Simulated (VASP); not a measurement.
# ZnS (Wurtzite-6H) (P6_3mc) in VASP: notebook

The runs below take ZnS (Wurtzite-6H) through single point, relaxation of cell and atoms, with PBE, PBE+D3, PBE+D3(BJ).

All numbers are computed with VASP 6.6.1; they aren't measurements. Logs are shortened: lines on timing, memory, paths and dates and some standing lists are left out, and cuts for length are marked.

**The experiment to reproduce.**

A printed reference work, monograph reports, for a bulk crystal of ZnS at 4 K: band gap 3.911 eV (direct).

The results are compared with them further down.

### Step 1. The crystal as given

The structure is hexagonal, space group P6_3mc (No. 186). The conventional cell has a = 3.812 Å, b = 3.812 Å, c = 18.690 Å, α = 90.00°, β = 90.00°, γ = 120.00°. Zn (site symmetry 3m) has 4 S at 2.33 to 2.34 Å as nearest neighbours. Zn (site symmetry 3m) has 4 S at 2.33 to 2.34 Å as nearest neighbours. Zn (site symmetry 3m) has 4 S at 2.33 to 2.34 Å as nearest neighbours. Around S (site symmetry 3m) lie 4 Zn at 2.33 to 2.34 Å. Around S (site symmetry 3m) lie 4 Zn at 2.33 to 2.34 Å. S (site symmetry 3m) is surrounded by 4 Zn at 2.33 to 2.34 Å.

### Step 2. Single point, PBE

Input file INCAR:

```
SYSTEM = ZnS
ALGO = Fast
EDIFF = 1E-6
ENCUT = 520
GGA = PE
ISIF = 2
ISMEAR = 0
LASPH = .TRUE.
LCHARG = .FALSE.
LREAL = .FALSE.
LWAVE = .FALSE.
NELM = 100
PREC = Accurate
SIGMA = 0.012
```

Input file KPOINTS:

```
k-points
0
G
  8 8 2
  0 0 0
```

Input file POSCAR:

```
ZnS
1.0
    3.8120000000      0.0000000000      0.0000000000
   -1.9060000000      3.3012888392      0.0000000000
    0.0000000000      0.0000000000     18.6899900000
Zn S
6 6
Direct
    0.3333333333      0.6666666667      0.8333300000
    0.6666666667      0.3333333333      0.3333300000
    0.6666666667      0.3333333333      0.6666700000
    0.3333333333      0.6666666667      0.1666700000
    0.0000000000      0.0000000000      0.5000000000
    0.0000000000      0.0000000000      0.0000000000
    0.3333333333      0.6666666667      0.9583300000
    0.6666666667      0.3333333333      0.4583300000
    0.6666666667      0.3333333333      0.7916700000
    0.3333333333      0.6666666667      0.2916700000
    0.0000000000      0.0000000000      0.6250000000
    0.0000000000      0.0000000000      0.1250000000
```

Potentials or basis: VASP PAW PBE potentials, release 64 (Zn, S).

Run with:

```sh
$ cat potpaw_PBE.64/Zn/POTCAR potpaw_PBE.64/S/POTCAR > POTCAR
$ mpirun -np 1 vasp_std > vasp.out
```

OUTCAR:

```text
SYSTEM = ZnS
   EDIFF = 1E-6
   ENCUT = 520
   GGA = PE
   ISIF = 2
   ISMEAR = 0
   LASPH = .TRUE.
   LREAL = .FALSE.
   NELM = 100
   PREC = Accurate

 ion  position               nearest neighbor table
   1  0.333  0.667  0.833-   9 2.33   9 2.33   9 2.33   7 2.34
   2  0.667  0.333  0.333-  10 2.33  10 2.33  10 2.33   8 2.34
   3  0.667  0.333  0.667-  11 2.33  11 2.33  11 2.33   9 2.34
   4  0.333  0.667  0.167-  12 2.33  12 2.33  12 2.33  10 2.34
   5  0.000  0.000  0.500-   8 2.33   8 2.33   8 2.33  11 2.34
   6  0.000  0.000  0.000-   7 2.33   7 2.33   7 2.33  12 2.34
   7  0.333  0.667  0.958-   6 2.33   6 2.33   6 2.33   1 2.34
   8  0.667  0.333  0.458-   5 2.33   5 2.33   5 2.33   2 2.34
   9  0.667  0.333  0.792-   1 2.33   1 2.33   1 2.33   3 2.34
  10  0.333  0.667  0.292-   2 2.33   2 2.33   2 2.33   4 2.34
  11  0.000  0.000  0.625-   3 2.33   3 2.33   3 2.33   5 2.34
  12  0.000  0.000  0.125-   4 2.33   4 2.33   4 2.33   6 2.34

  LATTYP: Found a hexagonal cell.
 ALAT       =     3.8120000000
 C/A-ratio  =     4.9029354669

  Lattice vectors:

 A1 = (   3.8120000000,   0.0000000000,   0.0000000000)
 A2 = (  -1.9060000000,   3.3012888392,   0.0000000000)
 A3 = (   0.0000000000,   0.0000000000,  18.6899900000)

Analysis of symmetry for initial positions (statically):
=====================================================================
 Subroutine PRICEL returns:
 Original cell was already a primitive cell.

 Routine SETGRP: Setting up the symmetry group for a
 hexagonal supercell.

 Subroutine GETGRP returns: Found 12 space group operations
 (whereof  6 operations were pure point group operations)
 out of a pool of 24 trial point group operations.

The static configuration has the point symmetry C_3v.
 The point group associated with its full space group is C_6v.

Analysis of symmetry for dynamics (positions and initial velocities):
=====================================================================
 Subroutine PRICEL returns:
 Original cell was already a primitive cell.

 Routine SETGRP: Setting up the symmetry group for a
 hexagonal supercell.

 Subroutine GETGRP returns: Found 12 space group operations
 (whereof  6 operations were pure point group operations)
 out of a pool of 24 trial point group operations.

[... 125 lines left out ...]
   TEBEG  =    0.0;   TEEND  =   0.0 temperature during run
   PSTRESS=    0.0 pullay stress
   NELECT =     108.0000    total number of electrons
   NUPDOWN=      -1.0000    fix difference up-down
   EMIN   =  10.00;   EMAX   =-10.00  energy-range for DOS
   EFERMI =   0.00;   METHOD = LEGACY
   ISMEAR =     0;   SIGMA  =   0.01  broadening in eV -4-tet -1-fermi 0-gaus
   EFERMI_NEDOS =   21; number of points for ismear=-14 and -15
   IALGO  =     68    algorithm
   IMIX   =      4    mixing-type and parameters
     AMIX     =   0.40;   BMIX     =  1.00
     AMIX_MAG =   1.60;   BMIX_MAG =  1.00
  volume/ion in A,a.u.               =      19.60       132.27
  Fermi-wavevector in a.u.,A,eV,Ry     =   1.262993  2.386711 21.703349  1.595151
  Thomas-Fermi vector in A             =   2.396373
   LORBIT       =      0    0 simple, 1 ext, 2 COOP (PROOUT), +10 PAW based schemes
   GGA     = PE    functional components
   LHFCALC =     F    Hartree Fock is set to
   AEXX    =    0.0000 exact exchange contribution
   IVDW    =     0    specifies the selected vdW correction
   LEPSILON=     F    determine dielectric tensor
   LRPA    =     F    only Hartree local field effects (RPA)
 non-spin polarized calculation
 RMM-DIIS sequential band-by-band and
 Gauss-broadening in eV      SIGMA  =   0.01
  energy-cutoff  :      520.00
  volume of cell :      235.20
 maximum number of plane-waves:      6376
   NGX = 15   NGY = 15   NGZ = 69

 number of electron     107.9999995 magnetization

 Free energy of the ion-electron system (eV)
  ---------------------------------------------------
  ext. energy  EPLUGINS =         0.00000000
  ---------------------------------------------------
  free energy    TOTEN  =       -41.05232279 eV

  energy without entropy =      -41.05232279  energy(sigma->0) =      -41.05232279

 E-fermi :   2.2582     XC(G=0):  -9.6583

 val. band max:        2.1713207263   @ k =   0.0000   0.0000   0.0000
 cond. band min:       4.3391649967   @ k =   0.0000   0.0000   0.0000
 fundamental gap:      2.1678442704
 Fermi energy:         2.2581988896

 k-point     1 :       0.0000    0.0000    0.0000
  band No.  band energies     occupation
      1     -11.0215      2.00000
      2     -10.8199      2.00000
      3     -10.8117      2.00000
      4     -10.3539      2.00000
      5     -10.3455      2.00000
      6     -10.0803      2.00000
[... 1329 lines left out ...]
     63       8.3344      0.00000
     64       8.3379      0.00000

------------------------ aborting loop because EDIFF is reached ----------------------------------------

  FORCE on cell =-STRESS in cart. coord.  units (eV):
  Direction    XX          YY          ZZ          XY          YZ          ZX
  --------------------------------------------------------------------------------------
  -------------------------------------------------------------------------------------
  Total        3.4643835      3.4643835      3.5484611      0.0000000      0.0000000     -0.0000000
  in kB       23.5988619     23.5988619     24.1715858      0.0000000      0.0000000     -0.0000000
  external PRESSURE =      23.7897699 kB  Pullay stress =       0.0000000 kB

 VOLUME and BASIS-vectors are now :
 -----------------------------------------------------------------------------
  energy-cutoff  :      520.00
  volume of cell :      235.20
      direct lattice vectors                 reciprocal lattice vectors
     3.812000000  0.000000000  0.000000000     0.262329486  0.151455999  0.000000000
    -1.906000000  3.301288839  0.000000000     0.000000000  0.302911999  0.000000000
     0.000000000  0.000000000 18.689990000     0.000000000  0.000000000  0.053504577

 POSITION                                       TOTAL-FORCE (eV/Angst)
 -----------------------------------------------------------------------------------
     -0.00000      2.20086     15.57493         0.000000     -0.000000      0.000778
      1.90600      1.10043      6.22993        -0.000000      0.000000      0.000778
      1.90600      1.10043     12.46006        -0.000000      0.000000      0.015222
     -0.00000      2.20086      3.11506         0.000000     -0.000000      0.015222
      0.00000      0.00000      9.34500        -0.000000     -0.000000     -0.003590
      0.00000      0.00000      0.00000         0.000000      0.000000     -0.003590
     -0.00000      2.20086     17.91118         0.000000     -0.000000     -0.030030
      1.90600      1.10043      8.56618         0.000000      0.000000     -0.030030
      1.90600      1.10043     14.79630         0.000000      0.000000     -0.006729
     -0.00000      2.20086      5.45131         0.000000     -0.000000     -0.006729
      0.00000      0.00000     11.68124         0.000000     -0.000000      0.024350
      0.00000      0.00000      2.33625        -0.000000      0.000000      0.024350
 -----------------------------------------------------------------------------------
    total drift:                               -0.000002     -0.000003     -0.000252

  FREE ENERGIE OF THE ION-ELECTRON SYSTEM (eV)
  ---------------------------------------------------
  free  energy   TOTEN  =       -41.0523227888 eV

  energy  without entropy=      -41.0523227888  energy(sigma->0) =      -41.05232279
```

Wall time 3.9 min (1 thread of AMD EPYC 9R45 (Zen 5), shared host); peak memory 0.4 GiB.

Results:

| Quantity | Value |
| --- | --- |
| Free energy | -41.0523 eV |
| Pressure | 2.4 GPa |
| Largest force | 0.030 eV/Å |
| Band gap on the k mesh | 2.17 eV, direct |

Forces on the atoms (eV/Å):
```
Zn   0.000  0.000  0.001
Zn   0.000  0.000  0.001
Zn   0.000  0.000  0.015
Zn   0.000  0.000  0.015
Zn   0.000  0.000 -0.004
Zn   0.000  0.000 -0.004
S    0.000  0.000 -0.030
S    0.000  0.000 -0.030
S    0.000  0.000 -0.007
S    0.000  0.000 -0.007
S    0.000  0.000  0.024
S    0.000  0.000  0.024
```

Levels at points of the mesh, in eV from the valence-band top:
```csv
k point,band 52,band 53,band 54,band 55,band 56,band 57
"(0.00, 0.00, 0.00)",-0.02,0.00,0.00,2.17,3.22,3.26
"(0.50, 0.00, 0.00)",-1.26,-1.10,-0.88,3.44,3.57,3.61
"(0.00, 0.00, 0.50)",-0.07,-0.07,-0.07,2.65,2.65,3.28
"(0.50, 0.00, 0.50)",-1.22,-0.99,-0.99,3.37,3.37,3.85
```

Caveat: the cell's inner coordinates are idealised or old, which leaves forces on the atoms.

### Step 3. Relaxation of cell and atoms, PBE+D3

Input file INCAR:

```
  PREC = Accurate
  ENCUT = 600
  EDIFF = 1E-6
  ISMEAR = -1
  SIGMA = 0.05
  LREAL = False
  LASPH = True
  NELM = 100
  ALGO = Normal
  ISIF = 3
  LWAVE = False
  LCHARG = False
  GGA = PE
  IVDW = 11
  IBRION = 2
  NSW = 60
  EDIFFG = -0.005
```

Input file KPOINTS:

```
regular mesh
0
Gamma
  8 8 2
```

POSCAR is that of step 2.

Potentials or basis: VASP PAW PBE potentials, release 64 (Zn, S).

Run with:

```sh
$ cat potpaw_PBE.64/Zn/POTCAR potpaw_PBE.64/S/POTCAR > POTCAR
$ mpirun -np 1 vasp_std > vasp.out
```

Run time: 20 min. Hardware: 1 thread of AMD EPYC 9R45 (Zen 5), shared host; peak memory 0.52 GiB.

It converged, with:

```
Free energy                            : -44.2922 eV
Relaxed volume                         : 19.52 Å³/atom
Relaxed cell                           : a = 3.806 Å, b = 3.806 Å, c = 18.674 Å, α = 90.00°, β = 90.00°, γ = 120.00°
Space group after relaxing (to 0.05 Å) : P6_3mc (No. 186)
Energy gained by relaxing              : 0.1 meV/atom
Ionic steps                            : 10
Pressure after relaxing                : 0.0 GPa
Largest force after relaxing           : 0.004 eV/Å
Band gap on the k mesh                 : 2.18 eV, direct
Dispersion energy per atom             : -0.271 eV
```

Forces in eV/Å, atoms in the order of the input:
```
Zn   0.000  0.000 -0.003
Zn   0.000  0.000 -0.003
Zn   0.000  0.000  0.003
Zn   0.000  0.000  0.003
Zn   0.000  0.000  0.003
Zn   0.000  0.000  0.003
S    0.000  0.000  0.000
S    0.000  0.000  0.000
S    0.000  0.000  0.001
S    0.000  0.000  0.001
S    0.000  0.000 -0.004
S    0.000  0.000 -0.004
```

The path:
```
step  energy change (eV)  largest force (eV/Å)  pressure (GPa)  volume (Å³)
   1              0.0000                0.0288           -0.42       235.20
   2             -0.0005                0.0163            0.29       233.47
   3             -0.0010                0.0223            0.00       234.27
   4             -0.0011                0.0217            0.01       234.25
   5             -0.0011                0.0214            0.05       234.16
   6             -0.0011                0.0218            0.00       234.23
   7             -0.0011                0.0214            0.02       234.19
   8             -0.0011                0.0122            0.01       234.20
   9             -0.0012                0.0088            0.01       234.22
  10             -0.0012                0.0037            0.00       234.26
```

Final structure:
```yaml
crystal:
  lattice:
    - [3.80596, 0.00000, 0.00000]
    - [-1.90298, 3.29606, 0.00000]
    - [0.00000, 0.00000, 18.67386]
  atoms:
    - { symbol: Zn, position: [0.33333, 0.66667, 0.83330] }
    - { symbol: Zn, position: [0.66667, 0.33333, 0.33330] }
    - { symbol: Zn, position: [0.66667, 0.33333, 0.66679] }
    - { symbol: Zn, position: [0.33333, 0.66667, 0.16679] }
    - { symbol: Zn, position: [0.00000, 0.00000, 0.50002] }
    - { symbol: Zn, position: [0.00000, 0.00000, 0.00002] }
    - { symbol: S, position: [0.33333, 0.66667, 0.95814] }
    - { symbol: S, position: [0.66667, 0.33333, 0.45814] }
    - { symbol: S, position: [0.66667, 0.33333, 0.79163] }
    - { symbol: S, position: [0.33333, 0.66667, 0.29163] }
    - { symbol: S, position: [0.00000, 0.00000, 0.62511] }
    - { symbol: S, position: [0.00000, 0.00000, 0.12511] }
```

Levels at points of the mesh, in eV from the valence-band top:
```tsv
k point	band 52	band 53	band 54	band 55	band 56	band 57
(0.00, 0.00, 0.00)	-0.03	0.00	0.00	2.18	3.23	3.28
(0.50, 0.00, 0.00)	-1.27	-1.11	-0.89	3.44	3.57	3.60
(0.00, 0.00, 0.50)	-0.07	-0.07	-0.07	2.66	2.66	3.29
(0.50, 0.00, 0.50)	-1.23	-0.99	-0.99	3.37	3.37	3.85
```

### Step 4. Relaxation of cell and atoms, PBE+D3(BJ)

Input file INCAR:

```
PREC     = Accurate       # precision mode
ENCUT    = 600            # plane-wave cutoff, eV
EDIFF    = 1E-6           # SCF threshold, eV
ISMEAR   = -1             # smearing method
SIGMA    = 0.05           # smearing width, eV
LREAL    = F              # projectors in reciprocal space
LASPH    = T              # aspherical terms in the spheres
NELM     = 80             # most SCF steps
ALGO     = Normal         # electronic algorithm
ISIF     = 3              # what is computed and relaxed
LWAVE    = F              # write WAVECAR
LCHARG   = F              # write CHGCAR
GGA      = PE             # functional
IVDW     = 12             # dispersion correction
IBRION   = 2              # ionic algorithm
NSW      = 60             # ionic steps
EDIFFG   = -0.02          # ionic threshold
```

KPOINTS is that of step 3.

POSCAR is that of step 3.

Run with:

```sh
$ cat potpaw_PBE.64/Zn/POTCAR potpaw_PBE.64/S/POTCAR > POTCAR
$ mpirun -np 1 vasp_std > vasp.out
```

It took 13 min on 1 thread of AMD EPYC 9R45 (Zen 5), shared host; peak memory 0.51 GiB.

It converged, with:

```
Free energy                            : -44.7781 eV
Relaxed volume                         : 19.47 Å³/atom
Relaxed cell                           : a = 3.803 Å, b = 3.803 Å, c = 18.655 Å, α = 90.00°, β = 90.00°, γ = 120.00°
Space group after relaxing (to 0.05 Å) : P6_3mc (No. 186)
Energy gained by relaxing              : 0.2 meV/atom
Ionic steps                            : 5
Pressure after relaxing                : 0.0 GPa
Largest force after relaxing           : 0.016 eV/Å
Band gap on the k mesh                 : 2.20 eV, direct
Dispersion energy per atom             : -0.313 eV
```

Forces in eV/Å, atoms in the order of the input:
```
Zn   0.000  0.000 -0.004
Zn   0.000  0.000 -0.004
Zn   0.000  0.000  0.014
Zn   0.000  0.000  0.014
Zn   0.000  0.000  0.004
Zn   0.000  0.000  0.004
S    0.000  0.000 -0.016
S    0.000  0.000 -0.016
S    0.000  0.000 -0.002
S    0.000  0.000 -0.002
S    0.000  0.000  0.004
S    0.000  0.000  0.004
```

The path:
| step | energy change (eV) | largest force (eV/Å) | pressure (GPa) | volume (Å³) |
| --- | --- | --- | --- | --- |
| 1 | 0.0000 | 0.0336 | -0.61 | 235.20 |
| 2 | -0.0019 | 0.0206 | 0.32 | 232.67 |
| 3 | -0.0027 | 0.0259 | -0.01 | 233.66 |
| 4 | -0.0027 | 0.0253 | 0.02 | 233.61 |
| 5 | -0.0028 | 0.0155 | -0.01 | 233.62 |

Final structure:
```cif
data_structure
_symmetry_space_group_name_H-M 'P 1'
_symmetry_Int_Tables_number 1
_cell_length_a 3.8027
_cell_length_b 3.8027
_cell_length_c 18.6549
_cell_angle_alpha 90.000
_cell_angle_beta 90.000
_cell_angle_gamma 120.000
_cell_volume 233.62
loop_
_atom_site_label
_atom_site_type_symbol
_atom_site_fract_x
_atom_site_fract_y
_atom_site_fract_z
_atom_site_occupancy
Zn1 Zn 0.33333 0.66667 0.83333 1
Zn2 Zn 0.66667 0.33333 0.33333 1
Zn3 Zn 0.66667 0.33333 0.66674 1
Zn4 Zn 0.33333 0.66667 0.16674 1
Zn5 Zn 0.00000 0.00000 0.50000 1
Zn6 Zn 0.00000 0.00000 0.00000 1
S1 S 0.33333 0.66667 0.95821 1
S2 S 0.66667 0.33333 0.45821 1
S3 S 0.66667 0.33333 0.79165 1
S4 S 0.33333 0.66667 0.29165 1
S5 S 0.00000 0.00000 0.62507 1
S6 S 0.00000 0.00000 0.12507 1
```

Levels at points of the mesh, in eV from the valence-band top:
```
           k point  band 50  band 51  band 52  band 53  band 54  band 55  band 56  band 57  band 58  band 59
(0.00, 0.00, 0.00)    -0.24    -0.24    -0.03     0.00     0.00     2.20     3.24     3.29     3.36     3.40
(0.50, 0.00, 0.00)    -1.51    -1.28    -1.28    -1.11    -0.89     3.44     3.56     3.60     3.88     4.03
(0.00, 0.00, 0.50)    -0.48    -0.07    -0.07    -0.07    -0.07     2.67     2.67     3.29     3.29     3.56
(0.50, 0.00, 0.50)    -1.63    -1.23    -1.23    -1.00    -1.00     3.37     3.37     3.85     3.85     4.15
```

### Step 5. The runs side by side

| task | level | cell | cutoff (eV) | smearing | gap on the mesh (eV) | pressure (GPa) | relaxed volume (Å³/atom) | largest force (eV/Å) |
| --- | --- | --- | --- | --- | --- | --- | --- | --- |
| single point | PBE | as given | 520 | gaussian 0.012 eV | 2.17 | 2.4 | - | 0.03 |
| relaxation of cell and atoms | PBE+D3 | relaxed | 600 | fermi-dirac 0.05 eV | 2.18 | 0.0 | 19.52 | - |
| relaxation of cell and atoms | PBE+D3(BJ) | relaxed | 600 | fermi-dirac 0.05 eV | 2.20 | 0.0 | 19.47 | 0.02 |

Alike in all rows: potentials or basis VASP PAW PBE potentials, release 64 (Zn, S); no spin polarisation; k mesh 8 × 8 × 2.

Caveats: the cell's inner coordinates are idealised or old, which leaves forces on the atoms (some runs).

Total energies depend on the potentials used, so only differences within one code and one set of settings carry meaning.

### Step 6. Comparison with measurements

Step 2. A measured gap of ZnS is 3.911 eV (direct; 4 K; a printed reference work, monograph); the calculated 2.17 eV misses it by -1.74 eV. The value is that of PBE on a finite k mesh, which can miss the band edges, without temperature or zero-point motion. Semilocal functionals fall short of measured gaps as a rule.
